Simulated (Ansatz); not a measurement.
**Ti: a two-dimensional strain map**

This session takes Ti and sets out to strain the cell in the xy plane and along z independently.

Computed with Ansatz 0.2.0 (DFT r2SCAN, scalar-relativistic, plane waves, PAW, unless a step's input says otherwise).

1 further run of the same task is left out (set aside as unsound or not needed).

### Step 1. The system as given

Symmetry: Im-3m, No. 229, cubic system. The conventional cell has a = 3.282 Å, b = 3.282 Å, c = 3.282 Å, α = 90.00°, β = 90.00°, γ = 90.00°. Around Ti (site symmetry m-3m) lie 8 Ti at 2.84 Å.

As a file:

```
Ti
1.0
    -1.64100    1.64100    1.64100
     1.64100   -1.64100    1.64100
     1.64100    1.64100   -1.64100
Ti
1
Direct
  0.00000 0.00000 0.00000
```

The structure comes from the Crystallography Open Database.

### Step 2. Probe: one point at the start

Input file input.yaml:

```yaml
crystal:
  lattice:
    - [-1.641, 1.641, 1.641]
    - [1.641, -1.641, 1.641]
    - [1.641, 1.641, -1.641]
  atoms:
    - { symbol: Ti, position: [0.0, 0.0, 0.0] }
basis:
  ecutwfc: 500
kpoints:
  mp_grid: { grid: [8, 8, 8] }
hamiltonian:
  xc: r2scan
scf:
  occupations: { method: gaussian, width: 0.1 }
output:
  forces: true
  stress: true
  eigenvalues: true
```

Command:

```
$ ansatz run input.yaml --threads 1 --pin off --max-ram 1228MiB --backend cpu --events-out ev --progress --plain --runs-dir out
```

What it wrote, cut to the lines that bear on the results:

```text
[...]
SCF converged after 6 iterations
Free energy (F): -2504.233239 eV
[...]
E sigma→0 (E₀):  -2504.226677 eV
Entropy (-TS):   -0.013124 eV (-13.124 meV/atom)
Fermi energy:    12.866979 eV
[...]
--- Forces (eV/Å), atoms counted from 1 ---
  atom   1  Ti    -0.00000000    -0.00000000     0.00000000
[...]
--- Stress (GPa, compression-positive) ---
       -3.286000       0.000000      -0.000000
       -0.000000      -3.286000      -0.000000
       -0.000000      -0.000000      -3.286000
  P = ⅓ Tr σ = -3.2860 GPa (-32.860 kbar)
--- Band table (eV; the first three rows and the last of 29) ---
  k-point 0: bands = ["-46.0941", "-20.9068", "-20.9068", "-20.9068", "6.5318", "13.9925", "13.9925", "13.9925", "15.7312", "15.7312"]
[...]
```

It took 1.4 s on 1 thread of an Arm CPU, shared host; peak memory 0.31 GiB.

The cell is taken as given, not relaxed at this level.

### Step 3. Zero of the scan

input.yaml, as its differences from that of step 2:

```diff
@@ -10,3 +10,3 @@
 kpoints:
-  mp_grid: { grid: [8, 8, 8] }
+  mp_grid: { grid: [20, 20, 20] }
 hamiltonian:
@@ -14,3 +14,3 @@
 scf:
-  occupations: { method: gaussian, width: 0.1 }
+  occupations: { method: gaussian, width: 0.15 }
 output:
```

Command:

```
$ ansatz run input.yaml --threads 1 --pin off --max-ram 1228MiB --backend cpu --events-out ev --progress --plain --runs-dir out
```

What it wrote, cut to the lines that bear on the results:

```text
Warning: RAYON_NUM_THREADS=1 ignored (pool sized by the plan → 1); use --threads N
[...]
Pseudopotentials: kind: paw
Pseudopotential: Ti, paw, valence charge 12, recommended cutoff 500 eV (meta_gga), Ti.paw.azcp
Functional definition: r2SCAN
[...]
Crystal: 1 atoms, lattice volume = 17.676 Å³
Basis set: ecut = 500 eV, 429 PW (Γ), exchange–correlation on 96×96×96 points (64 copies of the dense FFT grid, shifted against one another)
Bands: 10, of which v1, the nominal top of the filled ones, is band 6 counted from 1 (5 counted from 0)
Symmetry: 48 space group operations
Space group: Im-3m (ITA 229), of the structure as read, at distance tolerance 2.6e-5 Å
k-points: 256 of 8000
[...]
SCF iter   1: F=—  HF=-2504.223182 eV  |F-HF|=—  |Δ(HF+E_count)|=         —  Δρ=1.47e-2  dr2=3.34e-2  dr2_τ=6.24e-3  ethr=1.77e-3  ⟨swp⟩=4.6  Hψ=13905  notcnv=0
[...]
SCF iter   6: F=-2504.241697 eV  HF=-2504.241697 eV  |F-HF|=1.61e-9  |Δ(HF+E_count)|=   6.56e-7  Δρ=4.28e-6  dr2=1.51e-9  dr2_τ=1.53e-10  ethr=8.33e-10  ⟨swp⟩=5.3  Hψ=11369  notcnv=0
[...]
SCF converged after 6 iterations
Free energy (F): -2504.241697 eV
[...]
E sigma→0 (E₀):  -2504.228793 eV
Entropy (-TS):   -0.025808 eV (-25.808 meV/atom)
Fermi energy:    12.860198 eV
[...]
--- Forces (eV/Å), atoms counted from 1 ---
  atom   1  Ti    -0.00000000    -0.00000000     0.00000000
[...]
--- Stress (GPa, compression-positive) ---
       -2.817931      -0.000000       0.000000
        0.000000      -2.817931      -0.000000
        0.000000       0.000000      -2.817931
  P = ⅓ Tr σ = -2.8179 GPa (-28.179 kbar)
--- Band table (eV; the first three rows and the last of 256) ---
  k-point 0: bands = ["-46.1131", "-20.9245", "-20.9245", "-20.9245", "6.5300", "13.9788", "13.9788", "13.9788", "15.7201", "15.7201"]
[...]
```

It took 7.1 s on 1 thread of an Arm CPU, shared host; peak memory 0.39 GiB.

Reference values: F = -2504.2417 eV; pressure -2.82 GPa; largest force 0.000 eV/Å; gap on the mesh none (metal).

### Step 4. The scan: a two-dimensional strain map

The cell is strained by p along both x and y and by q along z, with fractional coordinates fixed.

### Step 5. Point p = -0.030, q = -0.030

input.yaml, as its differences from that of step 3:

```diff
@@ -2,5 +2,5 @@
   lattice:
-    - [-1.641, 1.641, 1.641]
-    - [1.641, -1.641, 1.641]
-    - [1.641, 1.641, -1.641]
+    - [-1.59177, 1.59177, 1.59177]
+    - [1.59177, -1.59177, 1.59177]
+    - [1.59177, 1.59177, -1.59177]
   atoms:
```

Command:

```
$ ansatz run input.yaml --threads 1 --pin off --max-ram 1228MiB --backend cpu --events-out ev --progress --plain --runs-dir out
```

What it wrote, cut to the lines that bear on the results:

```text
Warning: RAYON_NUM_THREADS=1 ignored (pool sized by the plan → 1); use --threads N
[...]
[... 3 set-up lines as earlier in the session ...]
[...]
Crystal: 1 atoms, lattice volume = 16.132 Å³
Basis set: ecut = 500 eV, 381 PW (Γ), exchange–correlation on 96×96×96 points (64 copies of the dense FFT grid, shifted against one another)
Bands: 10, of which v1, the nominal top of the filled ones, is band 6 counted from 1 (5 counted from 0)
[... 1 set-up line as earlier in the session ...]
Space group: Im-3m (ITA 229), of the structure as read, at distance tolerance 2.5e-5 Å
k-points: 256 of 8000
[...]
SCF iter   1: F=—  HF=-2504.189550 eV  |F-HF|=—  |Δ(HF+E_count)|=         —  Δρ=1.39e-2  dr2=2.50e-2  dr2_τ=9.19e-3  ethr=1.77e-3  ⟨swp⟩=4.6  Hψ=13773  notcnv=0
[...]
SCF iter   6: F=-2504.220152 eV  HF=-2504.220152 eV  |F-HF|=1.41e-9  |Δ(HF+E_count)|=   3.73e-7  Δρ=3.94e-6  dr2=8.44e-10  dr2_τ=8.09e-11  ethr=8.33e-10  ⟨swp⟩=5.2  Hψ=11329  notcnv=0
[...]
SCF converged after 6 iterations
Free energy (F): -2504.220152 eV
[...]
E sigma→0 (E₀):  -2504.208814 eV
Entropy (-TS):   -0.022675 eV (-22.675 meV/atom)
Fermi energy:    14.322334 eV
[...]
--- Forces (eV/Å), atoms counted from 1 ---
  atom   1  Ti    -0.00000000     0.00000000    -0.00000000
[...]
--- Stress (GPa, compression-positive) ---
        7.971110       0.000000       0.000000
        0.000000       7.971110       0.000000
        0.000000      -0.000000       7.971110
  P = ⅓ Tr σ = 7.9711 GPa (79.711 kbar)
--- Band table (eV; the first three rows and the last of 256) ---
  k-point 0: bands = ["-44.4456", "-19.1450", "-19.1450", "-19.1450", "7.8199", "15.5344", "15.5345", "15.5345", "17.4820", "17.4820"]
[...]
```

Wall time 6.8 s (1 thread of an Arm CPU, shared host); peak memory 0.39 GiB.

### Step 6. p = -0.030, q = 0.000

input.yaml, as its differences from that of step 5:

```diff
@@ -2,5 +2,5 @@
   lattice:
-    - [-1.59177, 1.59177, 1.59177]
-    - [1.59177, -1.59177, 1.59177]
-    - [1.59177, 1.59177, -1.59177]
+    - [-1.59177, 1.59177, 1.641]
+    - [1.59177, -1.59177, 1.641]
+    - [1.59177, 1.59177, -1.641]
   atoms:
```

Command:

```
$ ansatz run input.yaml --threads 1 --pin off --max-ram 1228MiB --backend cpu --events-out ev --progress --plain --runs-dir out
```

What it wrote, cut to the lines that bear on the results:

```text
Warning: RAYON_NUM_THREADS=1 ignored (pool sized by the plan → 1); use --threads N
[...]
[... 3 set-up lines as earlier in the session ...]
[...]
Crystal: 1 atoms, lattice volume = 16.631 Å³
Basis set: ecut = 500 eV, 421 PW (Γ), exchange–correlation on 96×96×96 points (64 copies of the dense FFT grid, shifted against one another)
Bands: 10, of which v1, the nominal top of the filled ones, is band 6 counted from 1 (5 counted from 0)
Symmetry: 16 space group operations
Space group: I4/mmm (ITA 139), of the structure as read, at distance tolerance 2.6e-5 Å
k-points: 641 of 8000
[...]
SCF iter   1: F=—  HF=-2504.213469 eV  |F-HF|=—  |Δ(HF+E_count)|=         —  Δρ=1.42e-2  dr2=2.78e-2  dr2_τ=8.01e-3  ethr=1.77e-3  ⟨swp⟩=4.6  Hψ=34770  notcnv=0
[...]
SCF iter   6: F=-2504.239813 eV  HF=-2504.239813 eV  |F-HF|=1.16e-9  |Δ(HF+E_count)|=   4.62e-7  Δρ=3.70e-6  dr2=7.30e-10  dr2_τ=9.22e-11  ethr=8.33e-10  ⟨swp⟩=5.2  Hψ=28219  notcnv=0
[...]
SCF converged after 6 iterations
Free energy (F): -2504.239813 eV
[...]
E sigma→0 (E₀):  -2504.228001 eV
Entropy (-TS):   -0.023625 eV (-23.625 meV/atom)
Fermi energy:    13.824947 eV
[...]
--- Forces (eV/Å), atoms counted from 1 ---
  atom   1  Ti    -0.00000000     0.00000000     0.00000000
[...]
--- Stress (GPa, compression-positive) ---
        3.717114       0.000000      -0.000000
        0.000000       3.717114      -0.000000
       -0.000000      -0.000000       4.726686
  P = ⅓ Tr σ = 4.0536 GPa (40.536 kbar)
--- Band table (eV; the first three rows and the last of 641) ---
  k-point 0: bands = ["-45.0142", "-19.7555", "-19.7555", "-19.7537", "7.3722", "14.9250", "14.9250", "15.1737", "16.7274", "17.0161"]
[...]
```

Wall time 17 s (1 thread of an Arm CPU, shared host); peak memory 0.47 GiB.

### Step 7. p = -0.030, q = 0.030

input.yaml, as its differences from that of step 6:

```diff
@@ -2,5 +2,5 @@
   lattice:
-    - [-1.59177, 1.59177, 1.641]
-    - [1.59177, -1.59177, 1.641]
-    - [1.59177, 1.59177, -1.641]
+    - [-1.59177, 1.59177, 1.69023]
+    - [1.59177, -1.59177, 1.69023]
+    - [1.59177, 1.59177, -1.69023]
   atoms:
```

Command:

```
$ ansatz run input.yaml --threads 1 --pin off --max-ram 1228MiB --backend cpu --events-out ev --progress --plain --runs-dir out
```

What it wrote, cut to the lines that bear on the results:

```text
[...]
SCF converged after 6 iterations
Free energy (F): -2504.250079 eV
[...]
E sigma→0 (E₀):  -2504.237596 eV
Entropy (-TS):   -0.024965 eV (-24.965 meV/atom)
Fermi energy:    13.360787 eV
[...]
--- Forces (eV/Å), atoms counted from 1 ---
  atom   1  Ti    -0.00000000     0.00000000     0.00000000
[...]
--- Stress (GPa, compression-positive) ---
        0.011480       0.000000       0.000000
        0.000000       0.011480       0.000000
       -0.000000       0.000000       1.952834
  P = ⅓ Tr σ = 0.6586 GPa (6.586 kbar)
--- Band table (eV; the first three rows and the last of 641) ---
  k-point 0: bands = ["-45.5593", "-20.3371", "-20.3371", "-20.3331", "6.9547", "14.3613", "14.3613", "14.8237", "16.0110", "16.5420"]
[...]
```

Wall time 17 s (1 thread of an Arm CPU, shared host); peak memory 0.47 GiB.

### Step 8. Point p = 0.000, q = -0.030

input.yaml, as its differences from that of step 7:

```diff
@@ -2,5 +2,5 @@
   lattice:
-    - [-1.59177, 1.59177, 1.69023]
-    - [1.59177, -1.59177, 1.69023]
-    - [1.59177, 1.59177, -1.69023]
+    - [-1.641, 1.641, 1.59177]
+    - [1.641, -1.641, 1.59177]
+    - [1.641, 1.641, -1.59177]
   atoms:
```

Command:

```
$ ansatz run input.yaml --threads 1 --pin off --max-ram 1228MiB --backend cpu --events-out ev --progress --plain --runs-dir out
```

What it wrote, cut to the lines that bear on the results:

```text
[...]
SCF converged after 6 iterations
Free energy (F): -2504.247099 eV
[...]
E sigma→0 (E₀):  -2504.234652 eV
Entropy (-TS):   -0.024895 eV (-24.895 meV/atom)
Fermi energy:    13.337621 eV
[...]
--- Forces (eV/Å), atoms counted from 1 ---
  atom   1  Ti    -0.00000000     0.00000000     0.00000000
[...]
--- Stress (GPa, compression-positive) ---
        0.896473       0.000000       0.000000
        0.000000       0.896473      -0.000000
       -0.000000       0.000000      -0.397227
  P = ⅓ Tr σ = 0.4652 GPa (4.652 kbar)
--- Band table (eV; the first three rows and the last of 641) ---
  k-point 0: bands = ["-45.5704", "-20.3496", "-20.3475", "-20.3475", "6.9425", "14.3212", "14.5730", "14.5730", "16.1383", "16.4309"]
[...]
```

Run time: 17 s. Hardware: 1 thread of an Arm CPU, shared host; peak memory 0.47 GiB.

### Step 9. Point p = 0.000, q = 0.030

input.yaml, as its differences from that of step 8:

```diff
@@ -2,5 +2,5 @@
   lattice:
-    - [-1.641, 1.641, 1.59177]
-    - [1.641, -1.641, 1.59177]
-    - [1.641, 1.641, -1.59177]
+    - [-1.641, 1.641, 1.69023]
+    - [1.641, -1.641, 1.69023]
+    - [1.641, 1.641, -1.69023]
   atoms:
```

Command:

```
$ ansatz run input.yaml --threads 1 --pin off --max-ram 1228MiB --backend cpu --events-out ev --progress --plain --runs-dir out
```

What it wrote, cut to the lines that bear on the results:

```text
Warning: RAYON_NUM_THREADS=1 ignored (pool sized by the plan → 1); use --threads N
[...]
[... 3 set-up lines as earlier in the session ...]
[...]
Crystal: 1 atoms, lattice volume = 18.206 Å³
Basis set: ecut = 500 eV, 455 PW (Γ), exchange–correlation on 96×96×96 points (64 copies of the dense FFT grid, shifted against one another)
Bands: 10, of which v1, the nominal top of the filled ones, is band 6 counted from 1 (5 counted from 0)
[... 2 set-up lines as earlier in the session ...]
k-points: 641 of 8000
[...]
SCF iter   1: F=—  HF=-2504.213902 eV  |F-HF|=—  |Δ(HF+E_count)|=         —  Δρ=1.50e-2  dr2=3.72e-2  dr2_τ=5.71e-3  ethr=1.77e-3  ⟨swp⟩=4.6  Hψ=34920  notcnv=0
[...]
SCF iter   6: F=-2504.228853 eV  HF=-2504.228853 eV  |F-HF|=2.02e-9  |Δ(HF+E_count)|=   7.45e-7  Δρ=4.91e-6  dr2=2.32e-9  dr2_τ=2.00e-10  ethr=8.33e-10  ⟨swp⟩=5.3  Hψ=28382  notcnv=0
[...]
SCF converged after 6 iterations
Free energy (F): -2504.228853 eV
[...]
E sigma→0 (E₀):  -2504.215270 eV
Entropy (-TS):   -0.027166 eV (-27.166 meV/atom)
Fermi energy:    12.414400 eV
[...]
--- Forces (eV/Å), atoms counted from 1 ---
  atom   1  Ti    -0.00000000     0.00000000     0.00000000
[...]
--- Stress (GPa, compression-positive) ---
       -6.018519       0.000000       0.000000
        0.000000      -6.018519       0.000000
        0.000000       0.000000      -4.877760
  P = ⅓ Tr σ = -5.6383 GPa (-56.383 kbar)
--- Band table (eV; the first three rows and the last of 641) ---
  k-point 0: bands = ["-46.6327", "-21.4742", "-21.4742", "-21.4712", "6.1453", "13.4289", "13.4289", "13.6470", "15.0443", "15.2941"]
[...]
```

Wall time 18 s (1 thread of an Arm CPU, shared host); peak memory 0.48 GiB.

### Step 10. Point p = 0.030, q = -0.030

input.yaml, as its differences from that of step 9:

```diff
@@ -2,5 +2,5 @@
   lattice:
-    - [-1.641, 1.641, 1.69023]
-    - [1.641, -1.641, 1.69023]
-    - [1.641, 1.641, -1.69023]
+    - [-1.69023, 1.69023, 1.59177]
+    - [1.69023, -1.69023, 1.59177]
+    - [1.69023, 1.69023, -1.59177]
   atoms:
```

Command:

```
$ ansatz run input.yaml --threads 1 --pin off --max-ram 1228MiB --backend cpu --events-out ev --progress --plain --runs-dir out
```

What it wrote, cut to the lines that bear on the results:

```text
[...]
SCF converged after 6 iterations
Free energy (F): -2504.234047 eV
[...]
E sigma→0 (E₀):  -2504.220994 eV
Entropy (-TS):   -0.026105 eV (-26.105 meV/atom)
Fermi energy:    12.433009 eV
[...]
--- Forces (eV/Å), atoms counted from 1 ---
  atom   1  Ti    -0.00000000     0.00000000     0.00000000
[...]
--- Stress (GPa, compression-positive) ---
       -4.736198       0.000000       0.000000
        0.000000      -4.736198       0.000000
        0.000000      -0.000000      -7.083640
  P = ⅓ Tr σ = -5.5187 GPa (-55.187 kbar)
--- Band table (eV; the first three rows and the last of 641) ---
  k-point 0: bands = ["-46.6209", "-21.4628", "-21.4585", "-21.4585", "6.1567", "13.2114", "13.6842", "13.6842", "14.8916", "15.4354"]
[...]
```

Wall time 18 s (1 thread of an Arm CPU, shared host); peak memory 0.48 GiB.

### Step 11. p = 0.030, q = 0.000

input.yaml, as its differences from that of step 10:

```diff
@@ -2,5 +2,5 @@
   lattice:
-    - [-1.69023, 1.69023, 1.59177]
-    - [1.69023, -1.69023, 1.59177]
-    - [1.69023, 1.69023, -1.59177]
+    - [-1.69023, 1.69023, 1.641]
+    - [1.69023, -1.69023, 1.641]
+    - [1.69023, 1.69023, -1.641]
   atoms:
```

Command:

```
$ ansatz run input.yaml --threads 1 --pin off --max-ram 1228MiB --backend cpu --events-out ev --progress --plain --runs-dir out
```

What it wrote, cut to the lines that bear on the results:

```text
Warning: RAYON_NUM_THREADS=1 ignored (pool sized by the plan → 1); use --threads N
[...]
[... 3 set-up lines as earlier in the session ...]
[...]
Crystal: 1 atoms, lattice volume = 18.753 Å³
Basis set: ecut = 500 eV, 457 PW (Γ), exchange–correlation on 96×96×96 points (64 copies of the dense FFT grid, shifted against one another)
Bands: 10, of which v1, the nominal top of the filled ones, is band 6 counted from 1 (5 counted from 0)
[... 1 set-up line as earlier in the session ...]
Space group: I4/mmm (ITA 139), of the structure as read, at distance tolerance 2.7e-5 Å
k-points: 641 of 8000
[...]
SCF iter   1: F=—  HF=-2504.193737 eV  |F-HF|=—  |Δ(HF+E_count)|=         —  Δρ=1.54e-2  dr2=4.12e-2  dr2_τ=5.31e-3  ethr=1.77e-3  ⟨swp⟩=4.5  Hψ=34975  notcnv=0
[...]
SCF iter   6: F=-2504.205312 eV  HF=-2504.205312 eV  |F-HF|=1.71e-9  |Δ(HF+E_count)|=   7.98e-7  Δρ=5.52e-6  dr2=3.24e-9  dr2_τ=2.63e-10  ethr=8.33e-10  ⟨swp⟩=5.3  Hψ=28441  notcnv=0
[...]
SCF converged after 6 iterations
Free energy (F): -2504.205312 eV
[...]
E sigma→0 (E₀):  -2504.191214 eV
Entropy (-TS):   -0.028196 eV (-28.196 meV/atom)
Fermi energy:    11.977334 eV
[...]
--- Forces (eV/Å), atoms counted from 1 ---
  atom   1  Ti    -0.00000000     0.00000000    -0.00000000
[...]
--- Stress (GPa, compression-positive) ---
       -7.749715       0.000000      -0.000000
        0.000000      -7.749715       0.000000
        0.000000       0.000000      -9.108569
  P = ⅓ Tr σ = -8.2027 GPa (-82.027 kbar)
--- Band table (eV; the first three rows and the last of 641) ---
  k-point 0: bands = ["-47.1396", "-22.0089", "-22.0051", "-22.0051", "5.7756", "12.8849", "13.1056", "13.1056", "14.5125", "14.7662"]
[...]
```

It took 18 s on 1 thread of an Arm CPU, shared host; peak memory 0.48 GiB.

### Step 12. Results of the scan

Energy above the undisturbed cell in meV/atom; points alike by symmetry are filled in, and a dash was not computed:

```
 p \ q  -0.030  -0.015  0.000  0.015  0.030
-0.030    21.5       –    1.9      –   -8.4
-0.015       –       –      –      –      –
 0.000    -5.4       –    0.0      –   12.8
 0.015       –       –      –      –      –
 0.030     7.6       –   36.4      –      –
```

Pressure in GPa:

| p \ q | -0.030 | -0.015 | 0.000 | 0.015 | 0.030 |
| --- | --- | --- | --- | --- | --- |
| -0.030 | 8.0 | – | 4.1 | – | 0.7 |
| -0.015 | – | – | – | – | – |
| 0.000 | 0.5 | – | -2.8 | – | -5.6 |
| 0.015 | – | – | – | – | – |
| 0.030 | -5.5 | – | -8.2 | – | – |

### Step 13. What came out

| quantity | value |
| --- | --- |
| highest point | 36.4 meV/atom at (p, q) = (0.030, 0.000) |
| lowest point away from the origin | -8.4 meV/atom at (-0.030, 0.030) |

In words: Of the points run, the lowest is (-0.030, 0.030), 8.4 meV/atom below the undisturbed cell, which was taken as given and not relaxed at this level.
